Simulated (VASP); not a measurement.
# C in VASP: how settings move the LDA relaxation

Aim: see what changed inputs do to the LDA relaxation of C built on the diamond prototype.

The runs shown are made with VASP 6.6.1. PAW datasets, plane waves. No spin polarisation and no zero-point or thermal motion.

### Step 1. The system as given

The cell comes from an earlier relaxation with PBE in another program.

It is cubic, Fd-3m (No. 227); a = 3.572 Å in the conventional setting, 5.69 Å³ an atom. Near C stand 4 C at 1.55 Å.

Structure file:

```xyz
2
Lattice="0.0000 1.7858 1.7858 1.7858 0.0000 1.7858 1.7858 1.7858 0.0000" Properties=species:S:1:pos:R:3 pbc="T T T"
C     0.0000    0.0000    0.0000
C     0.8929    0.8929    0.8929
```

The LDA run on sound settings gave: energy (σ→0) -20.2522 eV, final volume 5.515 Å³/atom.

### Step 2. Try 1

File INCAR:

```
ENCUT = 600.000000
SIGMA = 0.020000
EDIFF = 1.00e-07
EDIFFG = -5.00e-03
GGA = CA
PREC = Accurate
IBRION = 2
ISIF = 3
ISMEAR = -1
NELM = 120
NSW = 40
LASPH = .TRUE.
LCHARG = .FALSE.
LWAVE = .FALSE.
LREAL = .FALSE.
NBANDS = 8
```

File KPOINTS:

```
KPOINTS created by Atomic Simulation Environment
0
Gamma
12 12 12
0 0 0
```

File POSCAR:

```
C
 1.0000000000000000
     0.0000000000000000    1.7857704565123391    1.7857704565123391
     1.7857704565123391    0.0000000000000000    1.7857704565123391
     1.7857704565123391    1.7857704565123391    0.0000000000000000
 C
   2
Cartesian
  0.0000000000000000 -0.0000000000000000 -0.0000000000000000
  0.8928852282561696  0.8928852282561696  0.8928852282561696
```

The run uses the recommended LDA PAW datasets (8 valence electrons a neutral cell).

Command:

```sh
> mpirun -np 1 vasp_std
```

Q: Predict the outcome of this session. Wanted: for each run, changed; ending; energy change; volume; electronic steps; usable.

As calculated:

| run | changed | ending | energy change (meV/atom) | volume (Å³/atom) | electronic steps | time | usable |
| --- | --- | --- | --- | --- | --- | --- | --- |
| ref. | – | converged | 0 | 5.515 | – | – | yes |
| 1 | NBANDS = 8 | converged | -0.9 | 5.517 | 23 | 9.4 s | yes |

The altered input gave usable results. «NBANDS = 8» moves the energy by -0.9 meV/atom.
